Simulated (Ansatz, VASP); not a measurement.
# Hf in VASP and in Ansatz

The input INCAR:

```
  ALGO = Normal
  EDIFF = 1E-6
  ENCUT = 520
  GGA = PE
  ISIF = 2
  ISMEAR = -1
  LASPH = T
  LCHARG = T
  LELF = T
  LREAL = F
  LVHAR = T
  LWAVE = F
  NBANDS = 17
  NELM = 100
  PREC = Accurate
  SIGMA = 0.05
```

KPOINTS

```
k-points
0
Gamma
  10 10 5
```

The input POSCAR:

```
Hf
1.0
    3.1967000000     -0.0159835000      0.0000000000
   -1.6121921170      2.7764151583      0.0000000000
    0.0000000000      0.0000000000      5.0578000000
Hf
2
Direct
    0.6666666667      0.3333333333      0.7500000000
    0.3333333333      0.6666666667      0.2500000000
```

The input input.yaml:

```yaml
crystal:
  lattice:
    - [3.1967, -0.0159835, 0.0]
    - [-1.612192117, 2.7764151583, 0.0]
    - [0.0, 0.0, 5.0578]
  atoms:
    - { symbol: Hf, position: [0.6666666667, 0.3333333333, 0.75] }
    - { symbol: Hf, position: [0.3333333333, 0.6666666667, 0.25] }
kpoints:
  mp_grid: { grid: [10, 10, 5] }
scf:
  occupations: { method: fermi_dirac, width: 0.05 }
hamiltonian:
  xc: pbe
  pseudopotentials: { kind: all_electron, lapw: { basis_error: 0.001 } }
output:
  forces: true
  stress: true
  eigenvalues: true
```

Change from the starting cell: strain = -0.01.

Alike in both runs: task single point; functional PBE; k mesh 10 × 10 × 5; occupations fermi-dirac, width 0.05 eV; no spin polarisation.

|  | VASP | Ansatz |
| --- | --- | --- |
| version | VASP 6.6.1 | Ansatz 0.2.0 |
| potentials or method | VASP PAW PBE potentials, release 64 (Hf_pv) | all-electron LAPW, scalar-relativistic |
| plane-wave cutoff (eV) | 520 | see its input |

Ansatz gave:

```
gap on the k mesh at the Fermi level (eV)       : none
pressure (GPa)                                  : 0.6
largest component of the traceless stress (GPa) : 0.67
rms of the force components (eV/Å)              : 0.015
```

Task: Which values does VASP return?

Result: gap on the k mesh at the Fermi level (eV): none; pressure (GPa): 0.2; largest component of the traceless stress (GPa): 0.67; rms of the force components (eV/Å): 0.014.

Atom by atom the forces differ by 0.000 eV/Å (rms over components). A gap of «none» marks a metal or a gap that the smearing closes. Ansatz ran all-electron here, so the differences hold the error of VASP's frozen core and of both bases.

The runs have no spin-orbit coupling, so splittings on Hf are missing.
